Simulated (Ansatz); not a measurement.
Theory: DFT PBE, scalar-relativistic, plane waves, PAW (Ansatz 0.2.0). All cells share a 420 eV cutoff and Γ-centred k meshes spaced at most about 0.3 Å⁻¹ (about 0.25 or finer for metals, 2π included). No spin polarisation.

These are static total energies at zero pressure.

Question: Which of these relaxed structures of Al5N is the lowest in energy?
A.

Space group P-62m (No. 189). a = 4.963 Å, b = 4.963 Å, c = 4.178 Å, α = 90.00°, β = 90.00°, γ = 120.00°
| atom | site | symmetry | x | y | z |
| --- | --- | --- | --- | --- | --- |
| Al | 3f | m2m | 0.3104 | 0.0000 | 0.0000 |
| Al | 2d | -6.. | 0.3333 | 0.6667 | 0.5000 |
| N | 1b | -62m | 0.0000 | 0.0000 | 0.5000 |

B.

Space group P1 (No. 1). a = 4.761 Å, b = 5.032 Å, c = 8.298 Å, α = 92.21°, β = 91.09°, γ = 90.42°
```json
{"atom": "Al", "site": "1a", "symmetry": "1", "x": "0.9448", "y": "0.1741", "z": "0.1772"}
{"atom": "Al", "site": "1a", "symmetry": "1", "x": "0.0263", "y": "0.6496", "z": "0.7038"}
{"atom": "Al", "site": "1a", "symmetry": "1", "x": "0.0353", "y": "0.6768", "z": "0.0333"}
{"atom": "Al", "site": "1a", "symmetry": "1", "x": "0.0232", "y": "0.1636", "z": "0.5247"}
{"atom": "Al", "site": "1a", "symmetry": "1", "x": "0.0282", "y": "0.6578", "z": "0.3730"}
{"atom": "Al", "site": "1a", "symmetry": "1", "x": "0.0948", "y": "0.1539", "z": "0.8658"}
{"atom": "Al", "site": "1a", "symmetry": "1", "x": "0.5167", "y": "0.5369", "z": "0.2189"}
{"atom": "Al", "site": "1a", "symmetry": "1", "x": "0.5535", "y": "0.9426", "z": "0.6794"}
{"atom": "Al", "site": "1a", "symmetry": "1", "x": "0.5148", "y": "0.0284", "z": "0.3614"}
{"atom": "Al", "site": "1a", "symmetry": "1", "x": "0.5432", "y": "0.5306", "z": "0.8818"}
{"atom": "N", "site": "1a", "symmetry": "1", "x": "0.2337", "y": "0.3100", "z": "0.3331"}
{"atom": "N", "site": "1a", "symmetry": "1", "x": "0.4855", "y": "0.1758", "z": "0.8477"}
```

Answer: B. The other, A, lies 0.59 eV/atom higher. Counting Al atoms around N (those within 1.25 times the shortest such distance or 1.15 times the sum of covalent radii; a plus sign parts nearer from farther groups; the shortest distance is added where it is long for a bond; a slash parts the counts of unlike sites): B has N 3/5; A has N 6+6 from 2.6 Å. Origin: A, invented; B, invented, then shaken at random and relaxed again. Shaken at random and relaxed again, A falls into B, 0.59 eV/atom lower, so it is a saddle point or a shallow minimum.

Cells without such a test can be saddle points. Some candidate types were left out of the draw beforehand, so a known form may be missing.
